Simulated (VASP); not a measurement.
# W (Fm-3m) in VASP: notebook, part 6 of 8

VASP 6.6.1.

## 84. Equation of state, PBE, 16.23 Å³/atom

Contents of INCAR:

```
  PREC = Normal
  ENCUT = 400
  EDIFF = 1E-4
  ISMEAR = 0
  SIGMA = 0.15
  LREAL = Auto
  LASPH = True
  NELM = 100
  ALGO = Normal
  ISIF = 2
  LWAVE = False
  LCHARG = False
  GGA = PE
  ADDGRID = False
```

Contents of KPOINTS:

```
Automatic mesh
0
Gamma
  10 10 10
```

Contents of POSCAR:

```
W
1.0
    0.0000000000      2.0094935475      2.0094935475
    2.0094935475      0.0000000000      2.0094935475
    2.0094935475      2.0094935475      0.0000000000
W
1
Direct
    0.0000000000      0.0000000000      0.0000000000
```

Potentials or basis: VASP PAW PBE potentials, release 64 (W_sv).

Launch:

```bash
$ cat potpaw_PBE.64/W_sv/POTCAR > POTCAR
$ mpirun -np 1 vasp_std > vasp.out
```

It took 2.5 s on 1 thread of Intel Xeon Platinum 8488C (Sapphire Rapids), shared host; peak memory 0.11 GiB.

The run converged, but some of its settings lie outside the range that counts as converged, so its numbers aren't taken as properties of the crystal.

Results:

| Quantity | Value |
| --- | --- |
| Free energy | -12.4668 eV |
| Pressure | 4.3 GPa |
| Band gap on the k mesh | none (metal or under the smearing width) |

## 85. Equation of state, PBE, 17.23 Å³/atom

INCAR is that of step 84.

KPOINTS is that of step 84.

Contents of POSCAR:

```
W
1.0
    0.0000000000      2.0501003171      2.0501003171
    2.0501003171      0.0000000000      2.0501003171
    2.0501003171      2.0501003171      0.0000000000
W
1
Direct
    0.0000000000      0.0000000000      0.0000000000
```

Launch:

```bash
$ cat potpaw_PBE.64/W_sv/POTCAR > POTCAR
$ mpirun -np 1 vasp_std > vasp.out
```

Wall time 2.7 s (1 thread of Intel Xeon Platinum 8488C (Sapphire Rapids), shared host); peak memory 0.11 GiB.

The run converged, but some of its settings lie outside the range that counts as converged, so its numbers aren't taken as properties of the crystal.

What came out:

```yaml
Free_energy: -12.4454 eV
Pressure: -11.0 GPa
Band_gap_on_the_k_mesh: none (metal or under the smearing width)
```

## 86. Equation of state, PBE, 16.23 Å³/atom

Contents of INCAR:

```
  PREC = Accurate
  ENCUT = 200
  EDIFF = 1E-7
  ISMEAR = 0
  SIGMA = 0.15
  LREAL = False
  LASPH = True
  NELM = 100
  ALGO = Normal
  ISIF = 2
  LWAVE = False
  LCHARG = False
  GGA = PE
  ADDGRID = False
```

Contents of KPOINTS:

```
Automatic mesh
0
Gamma
  15 15 15
```

Contents of POSCAR:

```
W
1.0
    0.0000000000      2.0094935475      2.0094935475
    2.0094935475      0.0000000000      2.0094935475
    2.0094935475      2.0094935475      0.0000000000
W
1
Direct
    0.0000000000      0.0000000000      0.0000000000
```

Launch:

```bash
$ cat potpaw_PBE.64/W_sv/POTCAR > POTCAR
$ mpirun -np 1 vasp_std > vasp.out
```

Run time: 2.9 s. Hardware: 1 thread of Intel Xeon Platinum 8488C (Sapphire Rapids), shared host; peak memory 0.11 GiB.

The run converged, but a check on its numbers failed (symmetry, net force, bounds or a known fault of this set-up), so they aren't taken as properties of the crystal.

Caveat: the cutoff lies under the usual one of these potentials, so the numbers hold a large basis-set error.

## 87. Equation of state, PBE, 17.23 Å³/atom

INCAR is that of step 86.

KPOINTS is that of step 86.

Contents of POSCAR:

```
W
1.0
    0.0000000000      2.0501003171      2.0501003171
    2.0501003171      0.0000000000      2.0501003171
    2.0501003171      2.0501003171      0.0000000000
W
1
Direct
    0.0000000000      0.0000000000      0.0000000000
```

Potentials or basis: VASP PAW PBE potentials, release 64 (W_sv).

Launch:

```bash
$ cat potpaw_PBE.64/W_sv/POTCAR > POTCAR
$ mpirun -np 1 vasp_std > vasp.out
```

Run time: 2.9 s. Hardware: 1 thread of Intel Xeon Platinum 8488C (Sapphire Rapids), shared host; peak memory 0.11 GiB.

The run converged, but a check on its numbers failed (symmetry, net force, bounds or a known fault of this set-up), so they aren't taken as properties of the crystal.

Caveat: the cutoff lies under the usual one of these potentials, so the numbers hold a large basis-set error.

## 88. Equation of state, PBE, 16.23 Å³/atom

Edit INCAR of step 87 so:

```diff
@@ -1,3 +1,3 @@
   PREC = Accurate
-  ENCUT = 200
+  ENCUT = 500
   EDIFF = 1E-7
```

Contents of KPOINTS:

```
Automatic mesh
0
Gamma
  10 10 10
```

Contents of POSCAR:

```
W
1.0
    0.0000000000      2.0094935475      2.0094935475
    2.0094935475      0.0000000000      2.0094935475
    2.0094935475      2.0094935475      0.0000000000
W
1
Direct
    0.0000000000      0.0000000000      0.0000000000
```

Launch:

```bash
$ cat potpaw_PBE.64/W_sv/POTCAR > POTCAR
$ mpirun -np 1 vasp_std > vasp.out
```

It took 5.3 s on 1 thread of Intel Xeon Platinum 8488C (Sapphire Rapids), shared host; peak memory 0.14 GiB.

These settings aren't checked as converged: the numbers below hold their error.

Results:

```
Free energy            : -12.4661 eV
Pressure               : 5.0 GPa
Band gap on the k mesh : none (metal or under the smearing width)
```

## 89. Equation of state, PBE, 17.23 Å³/atom

INCAR is that of step 88.

KPOINTS is that of step 88.

Contents of POSCAR:

```
W
1.0
    0.0000000000      2.0501003171      2.0501003171
    2.0501003171      0.0000000000      2.0501003171
    2.0501003171      2.0501003171      0.0000000000
W
1
Direct
    0.0000000000      0.0000000000      0.0000000000
```

Launch:

```bash
$ cat potpaw_PBE.64/W_sv/POTCAR > POTCAR
$ mpirun -np 1 vasp_std > vasp.out
```

It took 5.5 s on 1 thread of Intel Xeon Platinum 8488C (Sapphire Rapids), shared host; peak memory 0.14 GiB.

These settings aren't checked as converged: the numbers below hold their error.

Results:

| Property | Result |
| --- | --- |
| Free energy | -12.4447 eV |
| Pressure | -11.2 GPa |
| Band gap on the k mesh | none (metal or under the smearing width) |

## 90. Equation of state, PBE, 16.23 Å³/atom

Edit INCAR of step 89 so:

```diff
@@ -1,3 +1,3 @@
   PREC = Accurate
-  ENCUT = 500
+  ENCUT = 350
   EDIFF = 1E-7
```

Contents of KPOINTS:

```
Automatic mesh
0
Gamma
  12 12 12
```

Contents of POSCAR:

```
W
1.0
    0.0000000000      2.0094935475      2.0094935475
    2.0094935475      0.0000000000      2.0094935475
    2.0094935475      2.0094935475      0.0000000000
W
1
Direct
    0.0000000000      0.0000000000      0.0000000000
```

Potentials or basis: VASP PAW PBE potentials, release 64 (W_sv).

Launch:

```bash
$ cat potpaw_PBE.64/W_sv/POTCAR > POTCAR
$ mpirun -np 1 vasp_std > vasp.out
```

Run time: 5.1 s. Hardware: 1 thread of Intel Xeon Platinum 8488C (Sapphire Rapids), shared host; peak memory 0.12 GiB.

The run converged, but some of its settings lie outside the range that counts as converged, so its numbers aren't taken as properties of the crystal.

Results:

```
Free energy            : -12.4756 eV
Pressure               : 3.7 GPa
Band gap on the k mesh : none (metal or under the smearing width)
```

## 91. Equation of state, PBE, 17.23 Å³/atom

INCAR is that of step 90.

KPOINTS is that of step 90.

Contents of POSCAR:

```
W
1.0
    0.0000000000      2.0501003171      2.0501003171
    2.0501003171      0.0000000000      2.0501003171
    2.0501003171      2.0501003171      0.0000000000
W
1
Direct
    0.0000000000      0.0000000000      0.0000000000
```

Launch:

```bash
$ cat potpaw_PBE.64/W_sv/POTCAR > POTCAR
$ mpirun -np 1 vasp_std > vasp.out
```

Wall time 5.1 s (1 thread of Intel Xeon Platinum 8488C (Sapphire Rapids), shared host); peak memory 0.12 GiB.

The run converged, but some of its settings lie outside the range that counts as converged, so its numbers aren't taken as properties of the crystal.

Results:

```yaml
Free_energy: -12.4487 eV
Pressure: -12.2 GPa
Band_gap_on_the_k_mesh: none (metal or under the smearing width)
```

## 92. Equation of state, PBE, 16.23 Å³/atom

Edit INCAR of step 91 so:

```diff
@@ -1,3 +1,3 @@
   PREC = Accurate
-  ENCUT = 350
+  ENCUT = 250
   EDIFF = 1E-7
```

Contents of KPOINTS:

```
Automatic mesh
0
Gamma
  15 15 15
```

Contents of POSCAR:

```
W
1.0
    0.0000000000      2.0094935475      2.0094935475
    2.0094935475      0.0000000000      2.0094935475
    2.0094935475      2.0094935475      0.0000000000
W
1
Direct
    0.0000000000      0.0000000000      0.0000000000
```

Launch:

```bash
$ cat potpaw_PBE.64/W_sv/POTCAR > POTCAR
$ mpirun -np 1 vasp_std > vasp.out
```

It took 3.7 s on 1 thread of Intel Xeon Platinum 8488C (Sapphire Rapids), shared host; peak memory 0.11 GiB.

These settings aren't checked as converged: the numbers below hold their error.

Results:

| Quantity | Value |
| --- | --- |
| Free energy | -12.4777 eV |
| Band gap on the k mesh | none (metal or under the smearing width) |

Caveat: the cutoff is under 1.25 times the usual one of these potentials, so pressure, stress and relaxed cells hold a basis-set (Pulay) error.

## 93. Equation of state, PBE, 17.23 Å³/atom

INCAR is that of step 92.

KPOINTS is that of step 92.

Contents of POSCAR:

```
W
1.0
    0.0000000000      2.0501003171      2.0501003171
    2.0501003171      0.0000000000      2.0501003171
    2.0501003171      2.0501003171      0.0000000000
W
1
Direct
    0.0000000000      0.0000000000      0.0000000000
```

Potentials or basis: VASP PAW PBE potentials, release 64 (W_sv).

Launch:

```bash
$ cat potpaw_PBE.64/W_sv/POTCAR > POTCAR
$ mpirun -np 1 vasp_std > vasp.out
```

Run time: 4 s. Hardware: 1 thread of Intel Xeon Platinum 8488C (Sapphire Rapids), shared host; peak memory 0.11 GiB.

The run converged, but some of its settings lie outside the range that counts as converged, so its numbers aren't taken as properties of the crystal.

Results:

| Quantity | Value |
| --- | --- |
| Free energy | -12.4521 eV |
| Band gap on the k mesh | none (metal or under the smearing width) |

Caveat: the cutoff is under 1.25 times the usual one of these potentials, so pressure, stress and relaxed cells hold a basis-set (Pulay) error.

## 94. Equation of state, PBE, 16.23 Å³/atom

Edit INCAR of step 93 so:

```diff
@@ -1,3 +1,3 @@
   PREC = Accurate
-  ENCUT = 250
+  ENCUT = 400
   EDIFF = 1E-7
```

Contents of KPOINTS:

```
Automatic mesh
0
Gamma
  12 12 12
```

Contents of POSCAR:

```
W
1.0
    0.0000000000      2.0094935475      2.0094935475
    2.0094935475      0.0000000000      2.0094935475
    2.0094935475      2.0094935475      0.0000000000
W
1
Direct
    0.0000000000      0.0000000000      0.0000000000
```

Launch:

```bash
$ cat potpaw_PBE.64/W_sv/POTCAR > POTCAR
$ mpirun -np 1 vasp_std > vasp.out
```

Run time: 6.1 s. Hardware: 1 thread of Intel Xeon Platinum 8488C (Sapphire Rapids), shared host; peak memory 0.12 GiB.

These settings aren't checked as converged: the numbers below hold their error.

What came out:

* Free energy: -12.4759 eV
* Pressure: 4.0 GPa
* Band gap on the k mesh: none (metal or under the smearing width)

## 95. Equation of state, PBE, 17.23 Å³/atom

INCAR is that of step 94.

KPOINTS is that of step 94.

Contents of POSCAR:

```
W
1.0
    0.0000000000      2.0501003171      2.0501003171
    2.0501003171      0.0000000000      2.0501003171
    2.0501003171      2.0501003171      0.0000000000
W
1
Direct
    0.0000000000      0.0000000000      0.0000000000
```

Launch:

```bash
$ cat potpaw_PBE.64/W_sv/POTCAR > POTCAR
$ mpirun -np 1 vasp_std > vasp.out
```

Wall time 6.4 s (1 thread of Intel Xeon Platinum 8488C (Sapphire Rapids), shared host); peak memory 0.12 GiB.

The run converged, but some of its settings lie outside the range that counts as converged, so its numbers aren't taken as properties of the crystal.

Results:

```yaml
Free_energy: -12.4488 eV
Pressure: -12.0 GPa
Band_gap_on_the_k_mesh: none (metal or under the smearing width)
```

## 96. Equation of state, PBE, 16.23 Å³/atom

Edit INCAR of step 95 so:

```diff
@@ -1,3 +1,3 @@
   PREC = Accurate
-  ENCUT = 400
+  ENCUT = 600
   EDIFF = 1E-7
```

Contents of KPOINTS:

```
Automatic mesh
0
Gamma
  10 10 10
```

Contents of POSCAR:

```
W
1.0
    0.0000000000      2.0094935475      2.0094935475
    2.0094935475      0.0000000000      2.0094935475
    2.0094935475      2.0094935475      0.0000000000
W
1
Direct
    0.0000000000      0.0000000000      0.0000000000
```

Potentials or basis: VASP PAW PBE potentials, release 64 (W_sv).

Launch:

```bash
$ cat potpaw_PBE.64/W_sv/POTCAR > POTCAR
$ mpirun -np 1 vasp_std > vasp.out
```

It took 5.5 s on 1 thread of Intel Xeon Platinum 8488C (Sapphire Rapids), shared host; peak memory 0.14 GiB.

These settings aren't checked as converged: the numbers below hold their error.

Results:

```yaml
Free_energy: -12.4663 eV
Pressure: 5.0 GPa
Band_gap_on_the_k_mesh: none (metal or under the smearing width)
```

## 97. Equation of state, PBE, 17.23 Å³/atom

INCAR is that of step 96.

KPOINTS is that of step 96.

Contents of POSCAR:

```
W
1.0
    0.0000000000      2.0501003171      2.0501003171
    2.0501003171      0.0000000000      2.0501003171
    2.0501003171      2.0501003171      0.0000000000
W
1
Direct
    0.0000000000      0.0000000000      0.0000000000
```

Launch:

```bash
$ cat potpaw_PBE.64/W_sv/POTCAR > POTCAR
$ mpirun -np 1 vasp_std > vasp.out
```

Run time: 5.6 s. Hardware: 1 thread of Intel Xeon Platinum 8488C (Sapphire Rapids), shared host; peak memory 0.14 GiB.

The run converged, but some of its settings lie outside the range that counts as converged, so its numbers aren't taken as properties of the crystal.

What came out:

```
Free energy            : -12.4447 eV
Pressure               : -11.1 GPa
Band gap on the k mesh : none (metal or under the smearing width)
```

## 98. Equation of state, PBE, 16.23 Å³/atom

Edit INCAR of step 97 so:

```diff
@@ -1,3 +1,3 @@
   PREC = Accurate
-  ENCUT = 600
+  ENCUT = 500
   EDIFF = 1E-7
```

Contents of KPOINTS:

```
Automatic mesh
0
Gamma
  12 12 12
```

Contents of POSCAR:

```
W
1.0
    0.0000000000      2.0094935475      2.0094935475
    2.0094935475      0.0000000000      2.0094935475
    2.0094935475      2.0094935475      0.0000000000
W
1
Direct
    0.0000000000      0.0000000000      0.0000000000
```

Launch:

```bash
$ cat potpaw_PBE.64/W_sv/POTCAR > POTCAR
$ mpirun -np 1 vasp_std > vasp.out
```

Run time: 7.2 s. Hardware: 1 thread of Intel Xeon Platinum 8488C (Sapphire Rapids), shared host; peak memory 0.14 GiB.

The run converged, but some of its settings lie outside the range that counts as converged, so its numbers aren't taken as properties of the crystal.

Results:

- Free energy: -12.4758 eV
- Pressure: 4.0 GPa
- Band gap on the k mesh: none (metal or under the smearing width)

## 99. Equation of state, PBE, 17.23 Å³/atom

INCAR is that of step 98.

KPOINTS is that of step 98.

Contents of POSCAR:

```
W
1.0
    0.0000000000      2.0501003171      2.0501003171
    2.0501003171      0.0000000000      2.0501003171
    2.0501003171      2.0501003171      0.0000000000
W
1
Direct
    0.0000000000      0.0000000000      0.0000000000
```

Potentials or basis: VASP PAW PBE potentials, release 64 (W_sv).

Launch:

```bash
$ cat potpaw_PBE.64/W_sv/POTCAR > POTCAR
$ mpirun -np 1 vasp_std > vasp.out
```

Run time: 9.7 s. Hardware: 1 thread of Intel Xeon Platinum 8488C (Sapphire Rapids), shared host; peak memory 0.15 GiB.

The run converged, but some of its settings lie outside the range that counts as converged, so its numbers aren't taken as properties of the crystal.

Results:

* Free energy: -12.4487 eV
* Pressure: -12.0 GPa
* Band gap on the k mesh: none (metal or under the smearing width)

## 100. Equation of state, PBE, 16.23 Å³/atom

Edit INCAR of step 99 so:

```diff
@@ -1,3 +1,3 @@
   PREC = Accurate
-  ENCUT = 500
+  ENCUT = 350
   EDIFF = 1E-7
```

Contents of KPOINTS:

```
Automatic mesh
0
Gamma
  15 15 15
```

Contents of POSCAR:

```
W
1.0
    0.0000000000      2.0094935475      2.0094935475
    2.0094935475      0.0000000000      2.0094935475
    2.0094935475      2.0094935475      0.0000000000
W
1
Direct
    0.0000000000      0.0000000000      0.0000000000
```

Launch:

```bash
$ cat potpaw_PBE.64/W_sv/POTCAR > POTCAR
$ mpirun -np 1 vasp_std > vasp.out
```

Run time: 9.7 s. Hardware: 1 thread of Intel Xeon Platinum 8488C (Sapphire Rapids), shared host; peak memory 0.13 GiB.

These settings aren't checked as converged: the numbers below hold their error.

Results:

| Quantity | Value |
| --- | --- |
| Free energy | -12.4774 eV |
| Pressure | 3.9 GPa |
| Band gap on the k mesh | none (metal or under the smearing width) |

## 101. Equation of state, PBE, 17.23 Å³/atom

INCAR is that of step 100.

KPOINTS is that of step 100.

Contents of POSCAR:

```
W
1.0
    0.0000000000      2.0501003171      2.0501003171
    2.0501003171      0.0000000000      2.0501003171
    2.0501003171      2.0501003171      0.0000000000
W
1
Direct
    0.0000000000      0.0000000000      0.0000000000
```

Launch:

```bash
$ cat potpaw_PBE.64/W_sv/POTCAR > POTCAR
$ mpirun -np 1 vasp_std > vasp.out
```

Wall time 10 s (1 thread of Intel Xeon Platinum 8488C (Sapphire Rapids), shared host); peak memory 0.12 GiB.

The run converged, but some of its settings lie outside the range that counts as converged, so its numbers aren't taken as properties of the crystal.

What came out:

```yaml
Free_energy: -12.4518 eV
Pressure: -12.1 GPa
Band_gap_on_the_k_mesh: none (metal or under the smearing width)
```

## 102. Equation of state, PBE, 16.23 Å³/atom

Edit INCAR of step 101 so:

```diff
@@ -1,3 +1,3 @@
   PREC = Accurate
-  ENCUT = 350
+  ENCUT = 400
   EDIFF = 1E-7
```

KPOINTS is that of step 101.

Contents of POSCAR:

```
W
1.0
    0.0000000000      2.0094935475      2.0094935475
    2.0094935475      0.0000000000      2.0094935475
    2.0094935475      2.0094935475      0.0000000000
W
1
Direct
    0.0000000000      0.0000000000      0.0000000000
```

Potentials or basis: VASP PAW PBE potentials, release 64 (W_sv).

Launch:

```bash
$ cat potpaw_PBE.64/W_sv/POTCAR > POTCAR
$ mpirun -np 1 vasp_std > vasp.out
```

Wall time 10 s (1 thread of Intel Xeon Platinum 8488C (Sapphire Rapids), shared host); peak memory 0.13 GiB.

The run converged, but some of its settings lie outside the range that counts as converged, so its numbers aren't taken as properties of the crystal.

Results:

```
Free energy            : -12.4778 eV
Pressure               : 4.2 GPa
Band gap on the k mesh : none (metal or under the smearing width)
```

## 103. Equation of state, PBE, 17.23 Å³/atom

INCAR is that of step 102.

KPOINTS is that of step 102.

Contents of POSCAR:

```
W
1.0
    0.0000000000      2.0501003171      2.0501003171
    2.0501003171      0.0000000000      2.0501003171
    2.0501003171      2.0501003171      0.0000000000
W
1
Direct
    0.0000000000      0.0000000000      0.0000000000
```

Launch:

```bash
$ cat potpaw_PBE.64/W_sv/POTCAR > POTCAR
$ mpirun -np 1 vasp_std > vasp.out
```

It took 9.7 s on 1 thread of Intel Xeon Platinum 8488C (Sapphire Rapids), shared host; peak memory 0.13 GiB.

The run converged, but some of its settings lie outside the range that counts as converged, so its numbers aren't taken as properties of the crystal.

What came out:

```yaml
Free_energy: -12.4519 eV
Pressure: -11.8 GPa
Band_gap_on_the_k_mesh: none (metal or under the smearing width)
```

## 104. Equation of state, PBE, 16.23 Å³/atom

Edit INCAR of step 103 so:

```diff
@@ -1,3 +1,3 @@
   PREC = Accurate
-  ENCUT = 400
+  ENCUT = 900
   EDIFF = 1E-7
```

Contents of KPOINTS:

```
Automatic mesh
0
Gamma
  10 10 10
```

Contents of POSCAR:

```
W
1.0
    0.0000000000      2.0094935475      2.0094935475
    2.0094935475      0.0000000000      2.0094935475
    2.0094935475      2.0094935475      0.0000000000
W
1
Direct
    0.0000000000      0.0000000000      0.0000000000
```

Launch:

```bash
$ cat potpaw_PBE.64/W_sv/POTCAR > POTCAR
$ mpirun -np 1 vasp_std > vasp.out
```

It took 11 s on 1 thread of Intel Xeon Platinum 8488C (Sapphire Rapids), shared host; peak memory 0.17 GiB.

The run converged, but some of its settings lie outside the range that counts as converged, so its numbers aren't taken as properties of the crystal.

Results:

| Property | Result |
| --- | --- |
| Free energy | -12.4662 eV |
| Pressure | 5.0 GPa |
| Band gap on the k mesh | none (metal or under the smearing width) |

## 105. Equation of state, PBE, 17.23 Å³/atom

INCAR is that of step 104.

KPOINTS is that of step 104.

Contents of POSCAR:

```
W
1.0
    0.0000000000      2.0501003171      2.0501003171
    2.0501003171      0.0000000000      2.0501003171
    2.0501003171      2.0501003171      0.0000000000
W
1
Direct
    0.0000000000      0.0000000000      0.0000000000
```

Potentials or basis: VASP PAW PBE potentials, release 64 (W_sv).

Launch:

```bash
$ cat potpaw_PBE.64/W_sv/POTCAR > POTCAR
$ mpirun -np 1 vasp_std > vasp.out
```

Wall time 13 s (1 thread of Intel Xeon Platinum 8488C (Sapphire Rapids), shared host); peak memory 0.17 GiB.

These settings aren't checked as converged: the numbers below hold their error.

Results:

- Free energy: -12.4447 eV
- Pressure: -11.1 GPa
- Band gap on the k mesh: none (metal or under the smearing width)

## 106. Equation of state, PBE, 16.23 Å³/atom

Edit INCAR of step 105 so:

```diff
@@ -1,6 +1,6 @@
   PREC = Accurate
-  ENCUT = 900
+  ENCUT = 400
   EDIFF = 1E-7
   ISMEAR = 0
-  SIGMA = 0.15
+  SIGMA = 0.4
   LREAL = False
```

Contents of KPOINTS:

```
Automatic mesh
0
Gamma
  15 15 15
```

Contents of POSCAR:

```
W
1.0
    0.0000000000      2.0094935475      2.0094935475
    2.0094935475      0.0000000000      2.0094935475
    2.0094935475      2.0094935475      0.0000000000
W
1
Direct
    0.0000000000      0.0000000000      0.0000000000
```

Launch:

```bash
$ cat potpaw_PBE.64/W_sv/POTCAR > POTCAR
$ mpirun -np 1 vasp_std > vasp.out
```

It took 9.9 s on 1 thread of Intel Xeon Platinum 8488C (Sapphire Rapids), shared host; peak memory 0.13 GiB.

The run converged, but some of its settings lie outside the range that counts as converged, so its numbers aren't taken as properties of the crystal.

Results:

| Quantity | Value |
| --- | --- |
| Free energy | -12.5174 eV |
| Pressure | 4.8 GPa |
| Band gap on the k mesh | none (metal or under the smearing width) |

(Continued in part 7 of 8.)
